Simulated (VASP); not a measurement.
# Mg (P6_3/mmc) in VASP: notebook

Runs on Mg. Level: PBEsol+D3(BJ). Tasks: single point, relaxation of cell and atoms.

Program: VASP 6.6.1. These are calculated values, not measurements. Logs are shortened: lines on timing, memory, paths and dates and some standing lists are left out, and cuts for length are marked.

### Step 1. The structure

It takes space group P6_3/mmc (No. 194, hexagonal). The conventional cell has a = 3.133 Å, b = 3.133 Å, c = 5.020 Å, α = 90.00°, β = 90.00°, γ = 120.00°. Mg (site symmetry -6m2) is surrounded by 12 Mg at 3.09 to 3.13 Å.

The cell was built by a generator and needn't be a form met in nature.

### Step 2. Single point, PBEsol+D3(BJ)

INCAR reads:

```
SYSTEM = Mg
PREC = Accurate ; ENCUT = 520
EDIFF = 1E-6 ; ISMEAR = 0
SIGMA = 0.1 ; LREAL = .FALSE.
LASPH = .TRUE. ; NELM = 100
ALGO = Fast ; ISIF = 2
LWAVE = .FALSE. ; LCHARG = .FALSE.
GGA = PS ; IVDW = 12
NBANDS = 9
```

KPOINTS reads:

```
Automatic mesh
0
G
  15 15 8
  0 0 0
```

POSCAR reads:

```
Mg
1.0
    3.1325658554      0.0000000000      0.0000000000
   -1.5662829277      2.7128816098      0.0000000000
    0.0000000000      0.0000000000      5.0197347831
Mg
2
Direct
    0.3333333333      0.6666666667      0.2500000000
    0.6666666667      0.3333333333      0.7500000000
```

Potentials or basis: VASP PAW PBE potentials, release 64 (Mg).

Launch:

```
$ cat potpaw_PBE.64/Mg/POTCAR > POTCAR
$ mpirun -np 1 vasp_std > vasp.out
```

OUTCAR:

```text
SYSTEM = Mg
   PREC = Accurate
   ENCUT = 520
   EDIFF = 1E-6
   ISMEAR = 0
   LREAL = .FALSE.
   LASPH = .TRUE.
   NELM = 100
   ISIF = 2
   GGA = PS
   IVDW = 12
 IVDW          = 12

 ion  position               nearest neighbor table
   1  0.333  0.667  0.250-   2 3.09   2 3.09   2 3.09   2 3.09   2 3.09   2 3.09
   2  0.667  0.333  0.750-   1 3.09   1 3.09   1 3.09   1 3.09   1 3.09   1 3.09

  LATTYP: Found a hexagonal cell.
 ALAT       =     3.1325658554
 C/A-ratio  =     1.6024355161

  Lattice vectors:

 A1 = (   3.1325658554,   0.0000000000,   0.0000000000)
 A2 = (  -1.5662829277,   2.7128816098,   0.0000000000)
 A3 = (   0.0000000000,   0.0000000000,   5.0197347831)

Analysis of symmetry for initial positions (statically):
=====================================================================
 Subroutine PRICEL returns:
 Original cell was already a primitive cell.

 Routine SETGRP: Setting up the symmetry group for a
 hexagonal supercell.

 Subroutine GETGRP returns: Found 24 space group operations
 (whereof 12 operations were pure point group operations)
 out of a pool of 24 trial point group operations.

The static configuration has the point symmetry D_3d.
 The point group associated with its full space group is D_6h.

Analysis of symmetry for dynamics (positions and initial velocities):
=====================================================================
 Subroutine PRICEL returns:
 Original cell was already a primitive cell.

 Routine SETGRP: Setting up the symmetry group for a
 hexagonal supercell.

 Subroutine GETGRP returns: Found 24 space group operations
 (whereof 12 operations were pure point group operations)
 out of a pool of 24 trial point group operations.

The dynamic configuration has the point symmetry D_3d.
 The point group associated with its full space group is D_6h.

 Subroutine INISYM returns: Found 24 space group operations
 (whereof 12 operations are pure point group operations),
 and found     1 'primitive' translations

----------------------------------------------------------------------------------------

                                     Primitive cell

  volume of cell :      42.6591

  direct lattice vectors                    reciprocal lattice vectors
     3.132565855  0.000000000  0.000000000     0.319227128  0.184305868  0.000000000
    -1.566282928  2.712881610  0.000000000     0.000000000  0.368611736  0.000000000
     0.000000000  0.000000000  5.019734783     0.000000000  0.000000000  0.199213712

  length of vectors
     3.132565855  3.132565855  5.019734783     0.368611736  0.368611736  0.199213712

  position of ions in fractional coordinates (direct lattice)
     0.333333333  0.666666667  0.250000000
     0.666666667  0.333333333  0.750000000

  ion indices of the primitive-cell ions
   primitive index   ion index
                 1           1
                 2           2

----------------------------------------------------------------------------------------

 KPOINTS: Automatic mesh

Automatic generation of k-mesh.
 Grid dimensions read from file:
 generate k-points for:   15   15    8

 Generating k-lattice:

  Cartesian coordinates                     Fractional coordinates (reciprocal lattice)
     0.021281809  0.012287058  0.000000000     0.066666667  0.000000000  0.000000000
     0.000000000  0.024574116  0.000000000     0.000000000  0.066666667  0.000000000
     0.000000000  0.000000000  0.024901714     0.000000000  0.000000000  0.125000000

  Length of vectors
     0.024574116  0.024574116  0.024901714

  Shift w.r.t. Gamma in fractional coordinates (k-lattice)
     0.000000000  0.000000000  0.000000000

 Subroutine IBZKPT returns following result:
 ===========================================

 Found    135 irreducible k-points:

 Following reciprocal coordinates:
            Coordinates               Weight
  0.000000  0.000000  0.000000      1.000000
  0.066667  0.000000  0.000000      6.000000
  0.133333  0.000000  0.000000      6.000000
  0.200000 -0.000000  0.000000      6.000000
  0.266667  0.000000  0.000000      6.000000
  0.333333  0.000000  0.000000      6.000000
[... 16 lines left out ...]
  0.333333  0.200000  0.000000     12.000000
  0.400000  0.200000  0.000000      6.000000
 [... further k-points ...]
   k-points           NKPTS =    135   k-points in BZ     NKDIM =    135   number of bands    NBANDS=      9
   number of dos      NEDOS =    301   number of ions     NIONS =      2
   total plane-waves  NPLWV =  23040
   dimension x,y,z NGX =    24 NGY =   24 NGZ =   40
   dimension x,y,z NGXF=    48 NGYF=   48 NGZF=   80
   ions per type =               2
   NGX,Y,Z   is equivalent  to a cutoff of  12.74, 12.74, 13.25 a.u.
   NGXF,Y,Z  is equivalent  to a cutoff of  25.47, 25.47, 26.49 a.u.
 SYSTEM =  Mg
   PREC   = accura    normal or accurate (medium, high low for compatibility)
   ISTART =      0    job   : 0-new  1-cont  2-samecut
   ICHARG =      2    charge: 1-file 2-atom 10-const
   ISPIN  =      1    spin polarized calculation?
   LNONCOLLINEAR =      F non collinear calculations
   LSORBIT =      F    spin-orbit coupling
   LASPH  =      T    aspherical Exc in radial PAW
   ENCUT  =  520.0 eV  38.22 Ry    6.18 a.u.   5.82  5.82  9.33*2*pi/ulx,y,z
   NELM   =    100;   NELMIN=  2; NELMDL= -5     # of ELM steps
   EDIFF  = 0.1E-05   stopping-criterion for ELM
   LREAL  =      F    real-space projection
   EDIFFG = 0.1E-04   stopping-criterion for IOM
   NSW    =      0    number of steps for IOM
   IBRION =     -1    ionic relax: 0-MD 1-quasi-New 2-CG
   NFREE  =      0    steps in history (QN), initial steepest desc. (CG)
   ISIF   =      2    stress and relaxation
   ISYM   =      2    0-nonsym 1-usesym 2-fastsym
   POTIM  = 0.5000    time-step for ionic-motion
   TEBEG  =    0.0;   TEEND  =   0.0 temperature during run
   PSTRESS=    0.0 pullay stress
   NELECT =       4.0000    total number of electrons
   NUPDOWN=      -1.0000    fix difference up-down
   EMIN   =  10.00;   EMAX   =-10.00  energy-range for DOS
   EFERMI =   0.00;   METHOD = LEGACY
   ISMEAR =     0;   SIGMA  =   0.10  broadening in eV -4-tet -1-fermi 0-gaus
   EFERMI_NEDOS =   21; number of points for ismear=-14 and -15
   IALGO  =     68    algorithm
   IMIX   =      4    mixing-type and parameters
     AMIX     =   0.40;   BMIX     =  1.00
     AMIX_MAG =   1.60;   BMIX_MAG =  1.00
  volume/ion in A,a.u.               =      21.33       143.94
  Fermi-wavevector in a.u.,A,eV,Ry     =   0.743745  1.405475  7.526158  0.553157
  Thomas-Fermi vector in A             =   1.838933
   LORBIT       =      0    0 simple, 1 ext, 2 COOP (PROOUT), +10 PAW based schemes
   GGA     = PS    functional components
   LHFCALC =     F    Hartree Fock is set to
   AEXX    =    0.0000 exact exchange contribution
   IVDW    =    12    specifies the selected vdW correction
   LEPSILON=     F    determine dielectric tensor
   LRPA    =     F    only Hartree local field effects (RPA)
 non-spin polarized calculation
 RMM-DIIS sequential band-by-band and
 Gauss-broadening in eV      SIGMA  =   0.10
  energy-cutoff  :      520.00
  volume of cell :       42.66
 maximum number of plane-waves:      1182
 NGX is ok and might be reduce to    24
   NGX = 11   NGY = 11   NGZ = 19

 number of electron       4.0000000 magnetization

 Free energy of the ion-electron system (eV)
  ---------------------------------------------------
  ext. energy  EPLUGINS =         0.00000000
  ---------------------------------------------------
  free energy    TOTEN  =        -3.43476327 eV

  energy without entropy =       -3.43026470  energy(sigma->0) =       -3.43251399

 E-fermi :   2.9807     XC(G=0):  -8.7673

 val. band max:        2.9738220443   @ k =   0.2667   0.2667   0.2500
 cond. band min:       2.9848247315   @ k =   0.2667   0.0667   0.0000
 fundamental gap:      0.0110026873
 Fermi energy:         2.9807454997

 k-point     1 :       0.0000    0.0000    0.0000
  band No.  band energies     occupation
      1      -4.2673      2.00000
      2       1.2511      2.00000
      3       1.8743      2.00000
      4      14.1976      0.00000
      5      14.1976      0.00000
      6      14.4367      0.00000
      7      14.4367      0.00000
      8      15.2939      0.00000
      9      16.9707      0.00000

 k-point     2 :       0.0667    0.0000    0.0000
  band No.  band energies     occupation
      1      -4.1761      2.00000
      2       1.3334      2.00000
      3       1.9621      2.00000
      4      12.4333      0.00000
      5      13.2670      0.00000
      6      14.0967      0.00000
      7      15.4870      0.00000
      8      16.1666      0.00000
      9      17.2651      0.00000

 k-point     3 :       0.1333    0.0000    0.0000
  band No.  band energies     occupation
      1      -3.9033      2.00000
      2       1.5807      2.00000
      3       2.2227      2.00000
      4      10.3263      0.00000
      5      12.3707      0.00000
      6      13.0959      0.00000
      7      15.2340      0.00000
      8      16.0918      0.00000
      9      16.6048      0.00000

 k-point     4 :       0.2000   -0.0000    0.0000
  band No.  band energies     occupation
      1      -3.4505      2.00000
      2       1.9931      2.00000
      3       2.6465      2.00000
      4       8.3115      0.00000
      5      11.6221      0.00000
      6      12.0369      0.00000
      7      13.2144      0.00000
      8      14.8333      0.00000
      9      16.2653      0.00000
[... 205 lines left out ...]
 k-point    22 :       0.2667    0.2000    0.0000
  band No.  band energies     occupation
      1      -0.9576      2.00000
      2       3.8886      0.00000
      3       4.3098      0.00000
      4       4.8958      0.00000
      5       6.2509      0.00000
      6       9.2810      0.00000
      7      10.5403      0.00000
      8      10.6566      0.00000
      9      12.1196      0.00000

 k-point    23 :       0.3333    0.2000    0.0000
  band No.  band energies     occupation
      1       0.0875      2.00000
      2       2.6133      2.00000
      3       4.8969      0.00000
      4       5.3022      0.00000
      5       6.6260      0.00000
      6       7.8131      0.00000
      7       9.3278      0.00000
      8      10.3728      0.00000
      9      11.8217      0.00000

 k-point    24 :       0.4000    0.2000    0.0000
  band No.  band energies     occupation
      1       1.2473      2.00000
      2       1.3258      2.00000
      3       4.8959      0.00000
      4       6.3196      0.00000
      5       6.6324      0.00000
      6       7.0603      0.00000
      7       8.6575      0.00000
      8      10.2825      0.00000
      9      11.7292      0.00000

 [... further k-points ...]

------------------------ aborting loop because EDIFF is reached ----------------------------------------

 Edisp (eV)   -0.56457

 E8    (eV) :    -0.3746

  FORCE on cell =-STRESS in cart. coord.  units (eV):
  Direction    XX          YY          ZZ          XY          YZ          ZX
  --------------------------------------------------------------------------------------
  -------------------------------------------------------------------------------------
  Total      -0.00392    -0.00392    -0.00851     0.00000    -0.00000     0.00000
  in kB      -0.14733    -0.14733    -0.31950     0.00000    -0.00000     0.00000
  external pressure =       -0.20 kB  Pullay stress =        0.00 kB

 VOLUME and BASIS-vectors are now :
 -----------------------------------------------------------------------------
  energy-cutoff  :      520.00
  volume of cell :       42.66
      direct lattice vectors                 reciprocal lattice vectors
     3.132565855  0.000000000  0.000000000     0.319227128  0.184305868  0.000000000
    -1.566282928  2.712881610  0.000000000     0.000000000  0.368611736  0.000000000
     0.000000000  0.000000000  5.019734783     0.000000000  0.000000000  0.199213712

 POSITION                                       TOTAL-FORCE (eV/Angst)
 -----------------------------------------------------------------------------------
     -0.00000      1.80859      1.25493         0.000000      0.000000      0.000000
      1.56628      0.90429      3.76480        -0.000000      0.000000      0.000000
 -----------------------------------------------------------------------------------
    total drift:                                0.000000     -0.000000      0.000000

  FREE ENERGIE OF THE ION-ELECTRON SYSTEM (eV)
  ---------------------------------------------------
  free  energy   TOTEN  =        -3.9993292298 eV

  energy  without entropy=       -3.9948306588  energy(sigma->0) =       -3.99707994
```

It took 16 s on 1 thread of Intel Xeon Platinum 8559C (Emerald Rapids), shared host; peak memory 0.19 GiB.

What came out:

* Free energy: -3.9993 eV
* Pressure: 0.0 GPa
* Band gap on the k mesh: none (metal or under the smearing width)
* Dispersion energy per atom: -0.282 eV

Caveat: the PAW data sets were made with another functional, which shifts forces and pressure a little; pairwise dispersion overbinds metals, which lowers pressure and volume.

### Step 3. Relaxation of cell and atoms, PBEsol+D3(BJ)

This run uses another cell than the first one, of 22.59 Å³/atom, 1.059 times its volume.

INCAR reads:

```
SYSTEM = Mg
PREC = Accurate ; ENCUT = 600
EDIFF = 1E-6 ; ISMEAR = 0
SIGMA = 0.1 ; LREAL = .False.
LASPH = .True. ; NELM = 100
ALGO = Normal ; ISIF = 3
LWAVE = .False. ; LCHARG = .False.
GGA = PS ; IVDW = 12
IBRION = 2 ; NSW = 100
EDIFFG = -0.002
```

KPOINTS reads:

```
regular mesh
0
Gamma
  15 15 8
  0 0 0
```

POSCAR reads:

```
Mg
1.0
    3.1800000000      0.0000000000      0.0000000000
   -1.5900000000      2.7539608000      0.0000000000
    0.0000000000      0.0000000000      5.1600000000
Mg
2
Direct
    0.3333333000      0.6666667000      0.2500000000
    0.6666667000      0.3333333000      0.7500000000
```

Potentials or basis: VASP PAW PBE potentials, release 64 (Mg).

Launch:

```
$ cat potpaw_PBE.64/Mg/POTCAR > POTCAR
$ mpirun -np 1 vasp_std > vasp.out
```

Wall time 59 s (1 thread of Intel Xeon Platinum 8559C (Emerald Rapids), shared host); peak memory 0.22 GiB.

Results (log left out):

* Free energy: -3.9996 eV
* Relaxed volume: 21.32 Å³/atom
* Relaxed cell: a = 3.132 Å, b = 3.132 Å, c = 5.018 Å, α = 90.00°, β = 90.00°, γ = 120.00°
* Space group after relaxing (to 0.05 Å): P6_3/mmc (No. 194)
* Energy gained by relaxing: 9.6 meV/atom
* Ionic steps: 8
* Pressure after relaxing: 0.0 GPa
* Band gap on the k mesh: none (metal or under the smearing width)
* Dispersion energy per atom: -0.282 eV

The path:
| step | energy change (eV) | largest force (eV/Å) | pressure (GPa) | volume (Å³) |
| --- | --- | --- | --- | --- |
| 1 | 0.0000 | 0.0000 | -2.18 | 45.19 |
| 2 | -0.0178 | 0.0000 | -0.55 | 43.21 |
| 3 | -0.0189 | 0.0000 | 0.01 | 42.63 |
| 4 | -0.0189 | 0.0000 | 0.06 | 42.58 |
| 5 | -0.0191 | 0.0000 | 0.05 | 42.59 |
| 6 | -0.0191 | 0.0000 | 0.03 | 42.60 |
| 7 | -0.0191 | 0.0000 | 0.03 | 42.60 |
| 8 | -0.0191 | 0.0000 | 0.00 | 42.64 |

Final structure:
```
Mg
1.0
     3.13238    0.00000    0.00000
    -1.56619    2.71272    0.00000
     0.00000    0.00000    5.01800
Mg
2
Direct
  0.33333 0.66667 0.25000
  0.66667 0.33333 0.75000
```

Levels at points of the mesh, in eV from the Fermi level:
| k point | band 1 | band 2 | band 3 | band 4 | band 5 | band 6 |
| --- | --- | --- | --- | --- | --- | --- |
| (0.00, 0.00, 0.00) | -7.25 | -1.73 | -1.10 | 11.22 | 11.22 | 11.46 |
| (0.00, 0.00, 0.50) | -5.76 | -5.76 | 5.47 | 5.47 | 11.99 | 11.99 |

Caveat: the PAW data sets were made with another functional, which shifts forces and pressure a little; pairwise dispersion overbinds metals, which lowers pressure and volume.

### Step 4. Single point, PBEsol+D3(BJ)

This run uses another cell than the first one, of 22.59 Å³/atom, 1.059 times its volume.

INCAR reads:

```
PREC = Accurate ; ENCUT = 520
EDIFF = 1E-7 ; ISMEAR = 0
SIGMA = 0.1 ; LREAL = False
LASPH = True ; NELM = 100
ALGO = Normal ; ISIF = 2
LWAVE = False ; LCHARG = True
GGA = PS ; IVDW = 12
LELF = True ; LVHAR = True
NBANDS = 9
```

KPOINTS reads:

```
Automatic mesh
0
Gamma
  6 6 4
```

POSCAR is that of step 3.

Launch:

```
$ cat potpaw_PBE.64/Mg/POTCAR > POTCAR
$ mpirun -np 1 vasp_std > vasp.out
```

It took 5.5 s on 1 thread of Intel Xeon Platinum 8559C (Emerald Rapids), shared host; peak memory 0.16 GiB.

It converged, with:

| Item | Value |
| --- | --- |
| Free energy | -3.9163 eV |
| Pressure | -2.1 GPa |
| Band gap on the k mesh | none (metal or under the smearing width) |
| Dispersion energy per atom | -0.266 eV |

Stress tensor (GPa, compression positive):
```
-2.20  0.00  0.00
 0.00 -2.20  0.00
 0.00  0.00 -1.92
```

Levels at points of the mesh, in eV from the Fermi level:
```
           k point  band 1  band 2  band 3  band 4  band 5
(0.00, 0.00, 0.00)   -6.85   -1.56   -1.08   11.16   11.16
(0.50, 0.00, 0.00)   -2.02   -1.99    2.83    3.17    3.48
(0.00, 0.00, 0.50)   -5.44   -5.44    5.24    5.24   11.91
(0.50, 0.00, 0.50)   -0.97   -0.97   -0.29   -0.29    8.23
```

Caveat: the k mesh is coarse (spacing up to 0.38 Å⁻¹), so the values aren't converged; the PAW data sets were made with another functional, which shifts forces and pressure a little; pairwise dispersion overbinds metals, which lowers pressure and volume.

### Step 5. The runs side by side

```csv
task,cell,k mesh,cutoff (eV),mesh quality,gap on the mesh (eV),pressure (GPa)
single point,"P6_3/mmc, 21.33 Å³/atom",15 × 15 × 8,520,not flagged,none,0.0
relaxation of cell and atoms,relaxed,15 × 15 × 8,600,not flagged,none,0.0
single point,"P6_3/mmc, 22.59 Å³/atom",6 × 6 × 4,520,coarse,none,-2.1
```

Alike in all rows: level PBEsol+D3(BJ); potentials or basis VASP PAW PBE potentials, release 64 (Mg); no spin polarisation; smearing gaussian 0.1 eV.

Caveats: some runs use coarse meshes; the PAW data sets were made with another functional, which shifts forces and pressure a little; pairwise dispersion overbinds metals, which lowers pressure and volume.

Absolute energies hang on the potentials; compare differences alone.
